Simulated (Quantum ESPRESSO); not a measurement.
**Ge under changes of volume**

One of the cells (22.824 Å³/atom); the others are scaled copies at fixed shape and fractional positions:

```
Ge
1.0
     4.00312    0.00000    0.00000
    -2.00156    3.46680    0.00000
     0.00000    0.00000   13.15671
Ge
8
Direct
  0.33333 0.66667 0.15594
  0.66667 0.33333 0.84406
  0.66667 0.33333 0.65594
  0.33333 0.66667 0.34406
  0.00000 0.00000 0.09315
  0.00000 0.00000 0.90685
  0.00000 0.00000 0.59315
  0.00000 0.00000 0.40685
```

This isn't the form of Ge at room conditions, which is diamond.

* Program: Quantum ESPRESSO 7.5
* Functional: LDA
* Potentials or basis: GBRV 1.5 LDA
* Cutoff: 612 eV
* Density cutoff: 4898 eV
* k mesh: 6 × 6 × 1
* Occupations: fermi-dirac, width 0.05 eV
* Spin: no spin polarisation

| volume (Å³/atom) | energy over the lowest point (meV/atom) | pressure (GPa) |
| --- | --- | --- |
| 21.454 | 5.14 | 2.3 |
| 21.911 | ? | ? |
| 22.367 | 0.00 | -0.6 |
| 22.824 | 2.83 | -1.8 |
| 23.280 | 9.30 | -3.0 |
| 23.737 | 19.05 | -4.1 |
| 24.193 | 31.62 | -5.0 |

**Question.** What does the run at 21.911 Å³/atom give?

**Answer.** Energy over the lowest point 0.61 meV/atom; pressure 0.7 GPa.

Worked out: A Birch-Murnaghan fit of order 3 (a polynomial in V^(-2/3)) to the other rows has its minimum at 22.22 Å³/atom with B0 = V·E''(V) = 63 GPa (rough, since the energies scatter) at fixed shape and positions, which overstates the stiffness. It gives 0.61 meV/atom at 21.911 Å³/atom, against the run's 0.61, and -dE/dV = 0.9 GPa, against 0.7.

Energies are extrapolated to zero smearing.

Caveats: all runs use coarse meshes.
